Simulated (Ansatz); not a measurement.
# MnS (P6_3mc) in Ansatz: notebook

The runs below take MnS through relaxation of cell and atoms, single point, with r2SCAN, PBE.

Everything below comes from runs of Ansatz 0.2.0. Logs are shortened: lines on timing, memory, paths and dates and some standing lists are left out, and cuts for length are marked.

## (1) The structure

It takes space group P6_3mc (No. 186, hexagonal). The conventional cell has a = 3.954 Å, b = 3.954 Å, c = 6.343 Å, α = 90.00°, β = 90.00°, γ = 120.00°. Around Mn (site symmetry 3m) lie 4 S at 2.36 to 2.42 Å. S (site symmetry 3m) is surrounded by 4 Mn at 2.36 to 2.42 Å.

The cell is a database's computed one.

## (2) Relaxation of cell and atoms, r2SCAN, collinear spin, ferromagnetic start

input.yaml reads:

```yaml
crystal:
  lattice:
    - [3.9535769233, 0.0, 0.0]
    - [-1.9767884617, 3.4238980514, 0.0]
    - [0.0, 0.0, 6.34252886]
  atoms:
    - { symbol: Mn, position: [0.6666666667, 0.3333333333, 0.49884467], spin: 4.0 }
    - { symbol: Mn, position: [0.3333333333, 0.6666666667, 0.99884467], spin: 4.0 }
    - { symbol: S, position: [0.3333333333, 0.6666666667, 0.6261543] }
    - { symbol: S, position: [0.6666666667, 0.3333333333, 0.1261543] }
hamiltonian:
  xc: r2scan
  pseudopotentials: { kind: paw }
magnetization:
  spin_polarized: true
kpoints:
  mp_grid: { grid: [8, 8, 4] }
scf:
  occupations: { method: fermi_dirac, width: 0.05 }
output:
  forces: true
  stress: true
relax:
  f_tol: 0.01
  max_steps: 40
  cell: { stress_tol: 0.05 }
```

Potentials or basis: Ansatz PAW.

On the command line:

```console
> ansatz run input.yaml --threads 2 --pin off --max-ram 5120MiB --backend cpu --events-out ev --progress --plain --runs-dir out
```

Standard output:

```text
Warning: RAYON_NUM_THREADS=2 ignored (pool sized by the plan → 2); use --threads N
Engine: ansatz 0.2.0, x86_64-unknown-linux-gnu
Pseudopotentials: kind: paw
Pseudopotential: Mn, paw, valence charge 15, recommended cutoff 500 eV (meta_gga), Mn.paw.azcp
Pseudopotential: S, paw, valence charge 6, recommended cutoff 500 eV (meta_gga), S.paw.azcp
Functional definition: r2SCAN
  parameter k0 = 0.174
  parameter k1 = 0.065
  parameter a1 = 4.9479
  exchange = r2scan_x(k0 = k0, k1 = k1, a1 = a1)
  correlation = r2scan_c
Crystal: 4 atoms, lattice volume = 85.857 Å³
Basis set: ecut = 500 eV, 2177 PW (Γ), exchange–correlation on 120×120×192 points (64 copies of the dense FFT grid, shifted against one another)
Bands: 30, of which v1, the nominal top of the filled ones, is band 21 counted from 1 (20 counted from 0)
Symmetry: 12 space group operations
Space group: P63mc (ITA 186), of the structure as read, at distance tolerance 4.4e-5 Å
Magnetic group: BNS 186.203 (UNI 1433), of the structure as read, at distance tolerance 4.4e-5 Å
k-points: 30 of 256 (time reversal used)
Non-local potential: Mn, projectors of the file, l = 0: 3, l = 1: 2, l = 2: 3, l = 3: 1
Non-local potential: S, projectors of the file, l = 0: 2, l = 1: 2, l = 2: 2
PAW form: soft (Blöchl's): semilocal exchange-correlation on the pseudo side does not see the compensation charge
PAW frozen core: Mn, regenerated for the run's functional (the file was generated under x = pbe(κ = 0.804, μ = 0.2195149727645171), c = pbe(β = 0.06672455060314922))
PAW frozen core: S, regenerated for the run's functional (the file was generated under x = pbe(κ = 0.804, μ = 0.2195149727645171), c = pbe(β = 0.06672455060314922))
PAW one-centre angular grid: Mn, 590 points (default); XC on 160 Gauss nodes
PAW one-centre angular grid: S, 302 points (default); XC on 160 Gauss nodes
Initial density: superposition of atomic densities (chi_scale 0.1, normalization cell, long waves kept (reshape's long-wave potential 0.00 eV rms))
Starting moments: Σ|m| = 8 μB on 2 of 4 sites
Initial wavefunctions: pseudopotential atomic-orbital guess
Functional: x = r2scan, c = r2scan; τ floored in thin density (d = 2e-4 eV/Å³)
SCF iter   1: F=—  HF=-9622.560826 eV  |F-HF|=—  |Δ(HF+E_count)|=         —  Δρ=8.60e-2 (↑8.60e-2 ↓2.41e-2)  dr2=4.16e0  dr2_τ=2.76e-2  dr2_m=2.06e0  M=9.819 μB ∫|m|=9.819 μB  β_m=1.00  ethr=3.10e-3  ⟨swp⟩=5.5  Hψ=7068  notcnv=0
Mixer restart at iter 1: flushing history
preconditioner: auto → Kerker (q_TF=auto, 2.422 Å⁻¹)  [metal: Δε(μ)=0.040 eV  Ē_g=8.229 eV  σ=0.050 eV  W_gap=0.20  n_scr=22 (ndim 8)  ℏωp=20.4 eV  f_vac=0.002  D(μ)=1.57/eV (n_scr^D=2)]
spin=Collinear: Kerker preconditioning applied to the charge; magnetization (m = ρ↑ − ρ↓) channel mixes plain (no charge-response kernel on spin).
SCF iter   2: F=—  HF=-9622.438701 eV  |F-HF|=—  |Δ(HF+E_count)|=   1.22e-1  Δρ=2.14e-2 (↑1.90e-2 ↓2.14e-2)  dr2=1.48e0  dr2_τ=1.88e-2  dr2_m=4.22e-3  M=9.981 μB ∫|m|=9.981 μB  β_m=1.00  ethr=3.10e-3  ⟨swp⟩=2.5  Hψ=3826  notcnv=0  defer=90  κ⁻¹=1.0e0(r=1)
SCF iter   3: F=—  HF=-9623.268396 eV  |F-HF|=—  |Δ(HF+E_count)|=   8.30e-1  Δρ=1.19e-2 (↑1.05e-2 ↓1.19e-2)  dr2=5.67e-1  dr2_τ=3.45e-3  dr2_m=1.54e-3  M=9.998 μB ∫|m|=9.998 μB  β_m=1.00  ethr=3.10e-3  ⟨swp⟩=2.2  Hψ=2596  notcnv=0  defer=93  κ⁻¹=7.0e-2(r=2)
SCF iter   4: F=—  HF=-9623.679511 eV  |F-HF|=—  |Δ(HF+E_count)|=   4.11e-1  Δρ=5.94e-3 (↑5.59e-3 ↓5.94e-3)  dr2=1.50e-1  dr2_τ=1.09e-3  dr2_m=5.94e-4  M=10.000 μB ∫|m|=10.000 μB  β_m=1.00  ethr=1.35e-3  ⟨swp⟩=2.9  Hψ=3835  notcnv=0  defer=93  κ⁻¹=2.5e-3(r=3)
SCF iter   5: F=—  HF=-9623.616191 eV  |F-HF|=—  |Δ(HF+E_count)|=         —  Δρ=2.93e-3 (↑2.67e-3 ↓2.93e-3)  dr2=2.90e-2  dr2_τ=2.94e-4  dr2_m=7.08e-4  M=10.000 μB ∫|m|=10.000 μB  β_m=1.00  ethr=3.57e-4  ⟨swp⟩=2.5  Hψ=3407  notcnv=0  defer=93
Mixer restart at iter 5: flushing history
SCF iter   6: F=—  HF=-9623.648253 eV  |F-HF|=—  |Δ(HF+E_count)|=   3.21e-2  Δρ=2.26e-3 (↑2.26e-3 ↓1.99e-3)  dr2=1.79e-2  dr2_τ=1.54e-4  dr2_m=3.64e-5  M=10.000 μB ∫|m|=10.000 μB  β_m=1.00  ethr=6.91e-5  ⟨swp⟩=1.4  Hψ=1912  notcnv=0  defer=93  κ⁻¹=1.0e0(r=1)
SCF iter   7: F=—  HF=-9623.688631 eV  |F-HF|=—  |Δ(HF+E_count)|=   4.04e-2  Δρ=9.09e-4 (↑9.09e-4 ↓9.05e-4)  dr2=3.27e-3  dr2_τ=4.10e-5  dr2_m=1.56e-5  M=10.000 μB ∫|m|=10.000 μB  β_m=1.00  ethr=4.26e-5  ⟨swp⟩=2.0  Hψ=2371  notcnv=0  defer=93  κ⁻¹=7.8e-2(r=2)
[... 72 lines left out ...]
SCF iter   7: F=—  HF=-9623.752026 eV  |F-HF|=—  |Δ(HF+E_count)|=   2.44e-7  Δρ=2.64e-6 (↑2.64e-6 ↓2.56e-6)  dr2=1.03e-8  dr2_τ=1.94e-9  dr2_m=8.52e-11  M=10.000 μB ∫|m|=10.000 μB  β_m=1.00  ethr=4.66e-11  ⟨swp⟩=2.0  Hψ=2941  notcnv=0  κ⁻¹=6.0e-5(r=6)
SCF iter   8: F=—  HF=-9623.752026 eV  |F-HF|=—  |Δ(HF+E_count)|=   6.74e-8  Δρ=1.53e-6 (↑1.53e-6 ↓1.17e-6)  dr2=4.19e-9  dr2_τ=1.03e-10  dr2_m=1.85e-10  M=10.000 μB ∫|m|=10.000 μB  β_m=1.00  ethr=2.45e-11  ⟨swp⟩=2.0  Hψ=3061  notcnv=0  κ⁻¹=4.1e-5(r=7)
SCF iter   9: F=—  HF=-9623.752026 eV  |F-HF|=—  |Δ(HF+E_count)|=   2.58e-9  Δρ=5.07e-7 (↑3.44e-7 ↓5.07e-7)  dr2=4.50e-10  dr2_τ=2.36e-11  dr2_m=1.26e-11  M=10.000 μB ∫|m|=10.000 μB  β_m=1.00  ethr=9.97e-12  ⟨swp⟩=2.1  Hψ=3072  notcnv=0  κ⁻¹=2.3e-5(r=8)
SCF iter  10: F=—  HF=-9623.752026 eV  |F-HF|=—  |Δ(HF+E_count)|=  3.82e-11  Δρ=2.02e-7 (↑2.02e-7 ↓1.95e-7)  dr2=9.68e-11  dr2_τ=3.72e-12  dr2_m=1.71e-12  M=10.000 μB ∫|m|=10.000 μB  β_m=1.00  ethr=1.07e-12  ⟨swp⟩=2.4  Hψ=3172  notcnv=0  κ⁻¹=8.9e-6(r=8)
SCF iter  11: F=—  HF=-9623.752026 eV  |F-HF|=—  |Δ(HF+E_count)|=  8.55e-11  Δρ=9.10e-8 (↑7.16e-8 ↓9.10e-8)  dr2=1.75e-11  dr2_τ=3.44e-13  dr2_m=6.16e-13  M=10.000 μB ∫|m|=10.000 μB  β_m=1.00  ethr=1.00e-12  ⟨swp⟩=2.0  Hψ=3064  notcnv=0  κ⁻¹=7.4e-6(r=8)
SCF iter  12: F=-9623.752026 eV  HF=-9623.752026 eV  |F-HF|=1.82e-12  |Δ(HF+E_count)|=  4.18e-11  Δρ=3.70e-8 (↑3.70e-8 ↓3.12e-8)  dr2=1.69e-12  dr2_τ=1.45e-13  dr2_m=2.11e-13  M=10.000 μB ∫|m|=10.000 μB  ethr=1.00e-12  ⟨swp⟩=2.9  Hψ=5262  notcnv=0
SCF 5 converged in 12 iterations: F = -9623.752026 eV  dr2 = 1.69e-12
relax step   5: F+E_penalty+E_count = -9623.75202624 eV  Δ(F+E_penalty+E_count) = -1.820e-3 eV  max|allowed force component| = 1.475e-3 eV/Å  Δτ_max = 0.0000 Å  P = +0.018 GPa  Ω = 89.984 Å³  stress off target by 2.50e-2 GPa  SCF on the basis re-selected at this cell (its energy is not comparable with the rows above)  (12 SCF iters)
basis re-selected at this cell: Δ(F+E_penalty+E_count) = -1.820e-3 eV, ΔP = +0.011 GPa vs the last step (what re-selecting the basis moved, of the pressure what is left beyond the Pulay correction that the steps carried, after the strain that the cell walked since its last selection, with what the two solves' SCF thresholds leave and, on support functions, any second-order correction that the steps lacked; it is no measure of the basis error at this ecutwfc). This SCF's stress stands 2.50e-2 GPa from its target on what of the cell is left free (relax.cell.stress_tol is 5.00e-2 GPa) and its largest allowed force component is 1.48e-3 eV/Å (relax.f_tol is 1.00e-2 eV/Å): within both
WARN: an SCF from antiferromagnetic starting moments (-4.48, 4.48, 0.00, 0.00 Bohr magnetons, atom by atom) was not made, by what the run has read of turns of its moments that order reads lower: the deck asks for what bars it, or types moments that do (magnetization.spin_polarized, in the input reference, names some of the keys), or the run goes by scf.lower_state_search: light, the default, which as a rule tries one only behind a close that has lost an order of both signs, or on which an open d or half-filled 4f shell of a PAW file has lost a moment that was set nearer to Hund's than to what is left; or, under a Hubbard U, one that names an f shell that the input leaves bare beside given moments, or a larger moment for a shell of low spin that is given one. standard, with a start from the atoms, tries one behind each close (in a relaxation, ahead of its steps or at their end). To set out from that order, type those moments (crystal.atoms[].spin; where shells were raised to Hund's moment, beside crystal.symmetry.detect: false) under scf.lower_state_search: light. The bands of the close that named these starting moments, or of the one ahead of a search that led to it (under cold or Methfessel-Paxton smearing those of the Gaussian ahead of it) read a cost of -223.81 meV for the turn to them, carried on from a small turn (-223.81 by the pairs of d shells alone)
SCF converged after 12 iterations
Stability not checked: this state was not tested for a lower state beside it, because the mixer in use, unlike msr1, does not test its closes by its own steps (another_mixer; see scf.mixing.algorithm and scf.lower_state_search)
Magnetization: 10.0000 μB (26.0000 up, 16.0000 down)
Absolute magnetization: 10.0000 μB (∫|ρ↑−ρ↓|, with the PAW one-centre terms)
Spin contamination: 0.0257 ħ² per cell (⟨S²⟩ above its minimum at these occupations)
Per-site moments (μB) at R_I (Å): [(4.3274776167163465, 1.007924332743807), (4.327477616716344, 1.0079243327438068), (0.10679013831387689, 1.007924332743807), (0.1067901383138772, 1.0079243327438068)]
Free energy (F): -9623.752026 eV
Harris-Foulkes:  -9623.752026 eV  (|F-HF|=1.82e-12)
Internal energy: -9623.752023 eV  (E = F + TS)
E sigma→0 (E₀):  -9623.752025 eV
Entropy (-TS):   -0.000003 eV (-0.001 meV/atom)
Fermi energy:    7.422274 eV
--- Per-component energies (eV) ---
  E_band       = -768.473165
  E_kinetic    = 809.132197
  E_local      = -5651.279552  (includes V_loc(G=0)·N_el)
  E_nonlocal   = 565.771365
  E_hartree    = 2321.278220
  E_xc         = -397.032302
  E_vxc        = -503.223037  (∫ρ·V_xc dr)
  E_paw        = -3854.779779  (= ΣΔE_a)
  E_vpaw       = -662.097044  (= ΣTr[D̂ρ^β])
  E_aug_tail   = -0.000007  (compensation charges beyond the density's cutoff)
  E_vtau       = 30.666440  (kinetic-family band-sum trace: ∫τ·v_τ [+ j·A + Jᵃ·Aᵃ] dr)
  E_ewald      = -3416.056545
  E_core_change = -0.785620  (= ΣΔE_core)
  E_smearing   = -0.000003  (= −TS)
  E_closure    = -0.000000  (closes the sum)
  Σ components = -9623.752026   (vs F -9623.752026, Δ=0.00e0)
--- Forces (eV/Å), atoms counted from 1 ---
  atom   1  Mn     0.00000000    -0.00000000    -0.00151698
  atom   2  Mn    -0.00000000     0.00000000    -0.00151698
  atom   3  S     -0.00000000     0.00000000     0.00143391
  atom   4  S      0.00000000    -0.00000000     0.00143391
  max |Σ_I F_I| component: 1.66e-4 eV/Å
--- Stress (GPa, compression-positive) ---
        0.025049       0.000000       0.000000
        0.000000       0.025049      -0.000000
        0.000000       0.000000       0.003818
  P = ⅓ Tr σ = 0.0180 GPa (0.180 kbar)
--- Relaxed structure (4 steps of the walk, 4 accepted, 1 SCFs on fresh bases) ---
  F+E_penalty+E_count = -9623.75202624 eV   max|allowed force component| = 1.475e-3 eV/Å   (the final SCF, on the basis selected at the relaxed cell)
  cell:  # Å, volume = 89.9843 Å³
    - [4.010112978777544, 2.928037596551045e-11, 1.8351592046693797e-17]
    - [-2.0050564894141294, 3.4728597116524003, -8.844186996699295e-18]
    - [2.9440555841221267e-17, 6.142822569225956e-19, 6.461345889156779]
  atoms:
    - { symbol: Mn, position: [0.6666666666666667, 0.3333333333333333, 0.5020549445137301] }
    - { symbol: Mn, position: [0.33333333333333337, 0.6666666666666667, 1.0020549445137303] }
    - { symbol: S, position: [0.33333333333333337, 0.6666666666666667, 0.62294402548627] }
    - { symbol: S, position: [0.6666666666666667, 0.3333333333333333, 0.12294402548626988] }
```

Run time: 52 s. Hardware: 2 threads of AMD EPYC 9B14 (Zen 4), shared host; peak memory 0.67 GiB.

What came out:

```yaml
Free_energy: -9623.7520 eV
Relaxed_volume: 22.50 Å³/atom
Relaxed_cell: a = 4.010 Å, b = 4.010 Å, c = 6.461 Å, α = 90.00°, β = 90.00°, γ = 120.00°
Space_group_after_relaxing_to_0.05_Å: P6_3mc (No. 186)
Energy_gained_by_relaxing: 14.2 meV/atom
Ionic_steps: 5
Pressure_after_relaxing: 0.0 GPa
Band_gap_on_the_k_mesh: 0.90 eV
Net_moment: 10.00 μB per cell
Absolute_moment: 10.00 μB per cell
Site_moments: Mn +4.33; S +0.11 μB
```

The path:
```tsv
step	energy change (eV)	largest force (eV/Å)	volume (Å³)
1	0.0000	0.3112	85.86
2	-0.0480	0.1640	88.90
3	-0.0543	0.0616	89.96
4	-0.0551	0.0015	89.98
5	-0.0569	0.0015	89.98
```

Final structure:
```
Mn S
1.0
     4.01011    0.00000    0.00000
    -2.00506    3.47286    0.00000
     0.00000    0.00000    6.46135
Mn S
2 2
Direct
  0.66667 0.33333 0.50205
  0.33333 0.66667 0.00205
  0.33333 0.66667 0.62294
  0.66667 0.33333 0.12294
```

Caveat: the magnetic or orbital state may not be the lowest; the plane-wave basis is chosen anew once the cell has moved, so the energies of steps on either side of that aren't comparable; only a ferromagnetic start was run, and an antiferromagnetic order may lie lower in energy; the PAW data sets come from PBE, with cores solved anew for the run's functional, which leaves a small shift of forces and pressure. A k mesh can miss the band edges.

## (3) Single point, PBE, collinear spin, ferromagnetic start

input.yaml: that of step 2 with these lines changed.

```diff
@@ -11,3 +11,3 @@
 hamiltonian:
-  xc: r2scan
+  xc: pbe
   pseudopotentials: { kind: paw }
@@ -19,2 +19,4 @@
   occupations: { method: fermi_dirac, width: 0.05 }
+basis:
+  ecutwfc: "300 eV"
 output:
@@ -22,5 +24,2 @@
   stress: true
-relax:
-  f_tol: 0.01
-  max_steps: 40
-  cell: { stress_tol: 0.05 }
+  eigenvalues: true
```

Potentials or basis: Ansatz PAW.

On the command line:

```console
> ansatz run input.yaml --threads 2 --pin off --max-ram 5120MiB --backend cpu --events-out ev --progress --plain --runs-dir out
```

Wall time 4.2 s (2 threads of AMD EPYC 9B14 (Zen 4), shared host); peak memory 0.44 GiB.

It converged, with:

| Quantity | Value |
| --- | --- |
| Free energy | -9603.3940 eV |
| Pressure | 3.0 GPa |
| Largest force | 0.293 eV/Å |
| Band gap on the k mesh | none (metal or under the smearing width) |
| Net moment | 9.86 μB per cell |
| Absolute moment | 9.86 μB per cell |
| Site moments | Mn +4.11; S +0.13 μB |

Forces in eV/Å, atoms in the order of the input:
```
Mn   0.000  0.000  0.293
Mn   0.000  0.000  0.293
S    0.000  0.000 -0.293
S    0.000  0.000 -0.293
```

Stress tensor (GPa, compression positive):
```
2.12 0.00 0.00
0.00 2.12 0.00
0.00 0.00 4.77
```

Levels at points of the mesh, in eV from the Fermi level:
Spin up:
```
             k point  band 24  band 25  band 26  band 27  band 28  band 29
  (0.00, 0.00, 0.00)     0.18     0.24     0.24     1.08     2.71     5.67
 (0.00, 0.00, -0.50)    -0.34    -0.34    -0.34     2.66     2.66     5.73
 (0.00, -0.50, 0.00)    -2.29    -1.19    -0.76     3.45     3.64     4.33
(0.00, -0.50, -0.50)    -1.50    -1.37    -1.37     3.05     3.05     5.07
```
Spin down:
```csv
k point,band 13,band 14,band 15,band 16,band 17,band 18,band 19,band 20
"(0.00, 0.00, 0.00)",-3.38,-3.38,-3.37,-3.37,0.51,0.51,0.80,1.01
"(0.00, 0.00, -0.50)",-3.39,-3.39,-3.39,-3.39,0.83,0.83,0.83,0.83
"(0.00, -0.50, 0.00)",-4.17,-3.56,-3.48,-3.34,0.06,0.25,0.71,0.91
"(0.00, -0.50, -0.50)",-3.51,-3.51,-3.41,-3.41,0.54,0.54,0.89,0.89
```

Caveat: the magnetic or orbital state may not be the lowest; the pressure holds a Pulay correction of +5.3 GPa for the finite cutoff; semilocal functionals often make such compounds metallic where correlation or magnetic order opens a gap, which also shifts bond lengths; only a ferromagnetic start was run, and an antiferromagnetic order may lie lower in energy; the cutoff lies under the one recommended for these potentials.

## (4) Single point, PBE, collinear spin, ferromagnetic start

input.yaml: that of step 3 with these lines changed.

```diff
@@ -16,7 +16,5 @@
 kpoints:
-  mp_grid: { grid: [8, 8, 4] }
+  mp_grid: { grid: [11, 11, 6] }
 scf:
   occupations: { method: fermi_dirac, width: 0.05 }
-basis:
-  ecutwfc: "300 eV"
 output:
```

On the command line:

```console
> ansatz run input.yaml --threads 2 --pin off --max-ram 5120MiB --backend cpu --events-out ev --progress --plain --runs-dir out
```

It took 11 s on 2 threads of AMD EPYC 9B14 (Zen 4), shared host; peak memory 0.58 GiB.

Results (log left out):

```yaml
Free_energy: -9603.6777 eV
Pressure: 2.8 GPa
Largest_force: 0.288 eV/Å
Band_gap_on_the_k_mesh: none (metal or under the smearing width)
Net_moment: 9.86 μB per cell
Absolute_moment: 9.86 μB per cell
Site_moments: Mn +4.10; S +0.13 μB
```

Forces on the atoms (eV/Å):
```
Mn   0.000  0.000  0.288
Mn   0.000  0.000  0.288
S    0.000  0.000 -0.288
S    0.000  0.000 -0.288
```

Stress tensor (GPa, compression positive):
```
1.93 0.00 0.00
0.00 1.93 0.00
0.00 0.00 4.53
```

Levels at points of the mesh, in eV from the Fermi level:
Spin up:
```
            k point  band 22  band 23  band 24  band 25  band 26  band 27  band 28  band 29  band 30
 (0.00, 0.00, 0.00)    -0.85    -0.85     0.19     0.25     0.25     1.07     2.70     5.65     5.65
(0.00, 0.00, -0.50)    -1.61    -0.33    -0.33    -0.33    -0.33     2.65     2.65     5.71     5.71
```
Spin down:
```
            k point  band 14  band 15  band 16  band 17  band 18  band 19
 (0.00, 0.00, 0.00)    -3.39    -3.37    -3.37     0.51     0.51     0.80
(0.00, 0.00, -0.50)    -3.39    -3.39    -3.39     0.83     0.83     0.83
```

Caveat: the magnetic or orbital state may not be the lowest; semilocal functionals often make such compounds metallic where correlation or magnetic order opens a gap, which also shifts bond lengths; only a ferromagnetic start was run, and an antiferromagnetic order may lie lower in energy.
